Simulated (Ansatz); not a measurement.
CdF₂: how the free axis answers a strain

CdF₂, Fm-3m, a = 5.481 Å. Ansatz: PBE, PAW, 420 eV, Γ-centred 6×6×4 mesh on 6 atoms, Gaussian smearing 0.02 eV; no spin polarisation. Series: uniaxial strain along a, with b, c and atoms relaxed; x is the strain in per cent. The axes a, b, c are those of the computed cell (3.876, 3.876, 5.481 Å), along [1 1 0], [-1 1 0], [0 0 1] of the cell named above. y is the change of c in per cent of 5.481 Å.

| x (%) | y (%) |
| --- | --- |
| -6.0 | ? |
| -4.0 | 0.57 |
| -2.0 | 0.25 |
| 0.0 | 0.00 |
| 2.0 | -0.19 |
| 4.0 | -0.32 |
| 6.0 | -0.40 |

Fit y = c1 x + c2 x² to the other rows, say what c1 measures, and predict the missing y.

Least squares on the rows shown. y = −0.1115 x + 0.007569 x². So −c1 = 0.112 is Poisson's ratio for this pair of axes. Along b the same runs (not shown) give 0.69. At x = -6.0 the fit asked for gives 0.94 %. The run gave 0.96 %, so the fit is 0.02 % too low, a small miss on the scale of the series.